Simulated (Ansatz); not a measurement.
The system is LiF (Griceite).

```
F Li
1.0
     0.00000    2.01400    2.01400
     2.01400    0.00000    2.01400
     2.01400    2.01400    0.00000
F Li
1 1
Cartesian
  2.0140 2.0140 2.0140
  0.0000 0.0000 0.0000
```

Base run:

```yaml
Program: Ansatz 0.2.0
Functional: PBE
Potentials_or_basis: all-electron PAW datasets made for the crystal
Cutoff: 380 eV
Density_cutoff: 1900 eV
k_mesh: 8 × 8 × 8
Occupations: fermi-dirac, width 0.05 eV
Spin: no spin polarisation
```

Its results: band gap on the k mesh 9.07 eV, direct.

Q: After a change of settings the same cell gave: band gap on the k mesh 11.37 eV, direct. Which change was it?
A. potentials or basis from all-electron PAW datasets made for the crystal to all-electron LAPW, scalar-relativistic; cutoff from 380 eV to 288 eV; density cutoff from 1900 eV to 1152 eV; k mesh from 8 × 8 × 8 to 11 × 11 × 11
B. functional from PBE to HSE06; cutoff from 380 eV to 430 eV; density cutoff from 1900 eV to 1720 eV
C. functional from PBE to PBE0; cutoff from 380 eV to 430 eV; density cutoff from 1900 eV to 1720 eV

A: B.

HSE06 gives the wider gap, since exact exchange removes part of the self-interaction.

Not every run made on this cell is shown here.
